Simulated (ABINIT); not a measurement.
Runs of ABINIT 10.8.3 (patched build) on Ta2C. It takes space group P-3m1 (No. 164, trigonal). The conventional cell has a = 3.106 Å, b = 3.106 Å, c = 4.946 Å, α = 90.00°, β = 90.00°, γ = 120.00°. Ta (site symmetry 3m) is surrounded by 3 C at 2.18 Å. C (site symmetry -3m) has 6 Ta at 2.18 Å as nearest neighbours. 

```tsv
task	level	potentials or basis	cell	k mesh	cutoff (eV)	bands in the sums	broadening (eV)	scissor shift (eV)	tensor components	cell freedom (optcell)	gap on the mesh (eV)	pressure (GPa)	relaxed volume (Å³/atom)	largest force (eV/Å)
optical spectrum	PBEsol	PseudoDojo NC SR PBEsol v0.4.1 standard	as given	12 × 12 × 8, shifted	1007	21	0.15	0	[11, 33]	-	-	-3.2	-	(b)
relaxation of cell and atoms	PBEsol	PseudoDojo NC SR PBEsol v0.4.1 standard	relaxed	8 × 8 × 4	1116	-	-	-	-	2	none	0.0	13.61	-
single point	PBEsol	PseudoDojo NC SR PBEsol v0.4.1 standard	as given	8 × 8 × 4	1007	-	-	-	-	-	none	-3.1	-	(a)
relaxation of cell and atoms	LDA	PseudoDojo NC SR LDA v0.4.1 standard	relaxed	8 × 8 × 4	1116	-	-	-	-	2	none	0.0	13.30	-
phonons	PBEsol	PseudoDojo NC SR PBEsol v0.4.1 standard	as given	8 × 8 × 4, shifted	1007	-	-	-	-	-	-	-3.1	-	0.03
```

Alike in all rows: no spin polarisation; smearing fermi-dirac 0.05 eV.

Fill in the values left out.

(a) 0.04; (b) 0.01.

Caveats: the intraband (Drude) term is left out (some runs); spectra need much finer meshes, so this one isn't converged (some runs); the mesh is coarse for a metal's response (some runs); the cell is more than 3 GPa from zero pressure, which shifts response properties (some runs).

A k mesh can miss the band edges, and the runs leave out spin-orbit coupling on Ta.

A gap of «none» marks a metal or a gap under the smearing width.

Not every run made on this cell is shown here.
